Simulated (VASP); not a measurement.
# BaTe: convergence, self-consistent run

BaTe, I4mm (no. 107), 2 atoms in the cell. PBE; PAW potentials Ba_sv, Te (PBE set). VASP 6.6.1. The cell is changed on purpose: last atom moved by 0.05 Å along z, cell strained by +1.5% along z.

Wanted: energy within 2 meV/atom.

What the run is for: energy; Accuracy asked: standard.

POSCAR:
```
BaTe
1.0
    0.0000000000      3.4100000000      3.4611500000
    3.4100000000      0.0000000000      3.4611500000
    3.4100000000      3.4100000000      0.0000000000
Ba Te
1 1
Direct
    0.0000000000      0.0000000000      0.0000000000
    0.5073313800      0.5073313800      0.4926686200
```

The series start from Plane-wave cutoff (eV): 240; k-point mesh: 6 × 6 × 6; Precision mode (PREC): Accurate; Electronic threshold (eV): 1e-6; Bands in all (NBANDS): 18; Aspherical gradient terms in the spheres (LASPH): yes; Electronic algorithm: ALGO=Normal; Support grid and gradient cutoff: ADDGRID=False GGA_COMPAT=False; Use of symmetry (ISYM): defaults. Each series keeps the choices made before it, and each single choice may use up half of a tolerance.

## Plane-wave cutoff (eV)

| Plane-wave cutoff (eV) | Energy less reference (meV/atom) | SCF iterations | Time (s) |
|---|---|---|---|
| 150 | -3.4 | 13 | 4.4 |
| 180 | -2.1 | 13 | 5.3 |
| 210 | -1.9 | 13 | 5.2 |
| 240 | -0.6 | 13 | 7.7 |
| 280 | 0.3 | 13 | 9.2 |
| 320 | 0.4 | 13 | 11 |
| 390 | 0.4 | 13 | 12 |
| 490 | 0.2 | 13 | 18 |
| 600 (reference) | 0.0 | 13 | 28 |

Chosen: 240, the loosest value from which every tighter one stays within half of the tolerance.

## k-point mesh

| k-point mesh | Energy less reference (meV/atom) | SCF iterations | Time (s) |
|---|---|---|---|
| 2 × 2 × 2 | 256.2 | 13 | 3.2 |
| 3 × 3 × 3 | 30.3 | 13 | 3.8 |
| 4 × 4 × 4 | 6.0 | 13 | 5.0 |
| 5 × 5 × 5 | 1.4 | 13 | 5.7 |
| 6 × 6 × 6 | 0.4 | 13 | 7.7 |
| 7 × 7 × 7 | 0.1 | 13 | 9.2 |
| 9 × 9 × 9 | 0.0 | 13 | 16 |
| 11 × 11 × 11 (reference) | 0.0 | 13 | 24 |

Chosen: 6 × 6 × 6.

## Precision mode (PREC)

| Precision mode (PREC) | Energy less reference (meV/atom) | SCF iterations | Time (s) |
|---|---|---|---|
| Low | 0.0 | 13 | 4.5 |
| SingleN | -0.1 | 13 | 5.0 |
| Normal | 0.0 | 13 | 4.8 |
| Accurate (reference) | 0.0 | 13 | 7.7 |

Chosen: Low.

## Electronic threshold (eV)

| Electronic threshold (eV) | Energy less reference (meV/atom) | SCF iterations | Time (s) |
|---|---|---|---|
| 0.001 | 0.1 | 9 | 3.5 |
| 0.0001 | 0.0 | 11 | 4.0 |
| 1e-5 | 0.0 | 12 | 4.3 |
| 1e-6 | 0.0 | 13 | 4.5 |
| 1e-7 | 0.0 | 13 | 4.1 |
| 1e-8 (reference) | 0.0 | 16 | 5.2 |

Chosen: 0.001.

## Bands in all (NBANDS)

| Bands in all (NBANDS) | Energy less reference (meV/atom) | SCF iterations | Time (s) |
|---|---|---|---|
| 9 | 0.0 | 9 | 2.3 |
| 10 | 0.0 | 9 | 2.8 |
| 12 | 0.0 | 9 | 2.9 |
| 14 | 0.0 | 9 | 2.8 |
| 18 | 0.0 | 9 | 3.5 |
| 28 (reference) | 0.0 | 9 | 4.5 |

Chosen: 9.

## Aspherical gradient terms in the spheres (LASPH)

| Aspherical gradient terms in the spheres (LASPH) | Energy less reference (meV/atom) | SCF iterations | Time (s) |
|---|---|---|---|
| yes | 0.0 | 9 | 2.3 |
| no | 0.0 | 9 | 1.6 |

Chosen: yes; no would be accurate enough too and is faster here.

## Electronic algorithm

| Electronic algorithm | Energy less reference (meV/atom) | SCF iterations | Time (s) |
|---|---|---|---|
| ALGO=Normal | 0.0 | 9 | 2.3 |
| ALGO=Fast | 0.0 | 10 | 2.9 |
| ALGO=VeryFast | 0.1 | 16 | 3.5 |
| ALGO=All ISEARCH=1 | 0.0 | 11 | 3.2 |
| ALGO=All ISEARCH=0 | 0.0 | 11 | 3.3 |
| ALGO=Damped TIME=0.4 | 0.5 | 15 | 3.2 |
| ALGO=Damped TIME=0.1 | 1.4 | 22 | 5.1 |

Chosen: ALGO=Normal; no other choice that stays within half of the tolerance saves 30 % of the time.

## Support grid and gradient cutoff

| Support grid and gradient cutoff | Energy less reference (meV/atom) | SCF iterations | Time (s) |
|---|---|---|---|
| ADDGRID=False GGA_COMPAT=False | 0.0 | 9 | 2.3 |
| ADDGRID=True GGA_COMPAT=False | -0.2 | 9 | 2.3 |
| ADDGRID=False GGA_COMPAT=True | -0.1 | 9 | 2.7 |

Chosen: ADDGRID=False GGA_COMPAT=False.

## Use of symmetry (ISYM)

| Use of symmetry (ISYM) | Energy less reference (meV/atom) | SCF iterations | Time (s) |
|---|---|---|---|
| defaults | 0.0 | 9 | 2.3 |
| ISYM=1 | 0.0 | 9 | 2.4 |
| ISYM=0 | 0.0 | 9 | 5.8 |
| ISYM=-1 | 0.0 | 9 | 9.2 |

Chosen: defaults.

## All choices together

| Input | Energy less reference (meV/atom) | Time (s) |
|---|---|---|
| the program's defaults (naive) | 3.6 | 1.1 |
| chosen settings | -0.2 | 2.3 |
| reference settings throughout | 0.0 | 188 |

The tolerance is met.

## The input

INCAR:
```
GGA = PE
ISMEAR = 0
SIGMA = 0.03
LWAVE = False
LCHARG = False
ISIF = 2
PREC = Low
LASPH = True
LREAL = False
ALGO = Normal
EDIFF = 0.001
NELM = 120
GGA_COMPAT = False
ENCUT = 240
EFERMI = MIDGAP
NBANDS = 9
ADDGRID = False
```

KPOINTS:
```
Automatic mesh
0
Gamma
  6 6 6
  0 0 0
```

Commands:
```
cat potpaw_PBE.64/Ba_sv/POTCAR potpaw_PBE.64/Te/POTCAR > POTCAR
mpirun -np 1 vasp_std > vasp.out
```

The chosen input took VASP 6.6.1 2.3 s on 1 core (Intel Xeon 6975P-C (Granite Rapids)), a shared host.

## An input that fails: mixing far too strong

The electronic loop stops at its limit of 50 steps.

Changes against the starting input:
```
- NELM = 120
+ NELM = 50
+ IMIX = 1
+ AMIX = 1.5
+ BMIX = 0.0001
```
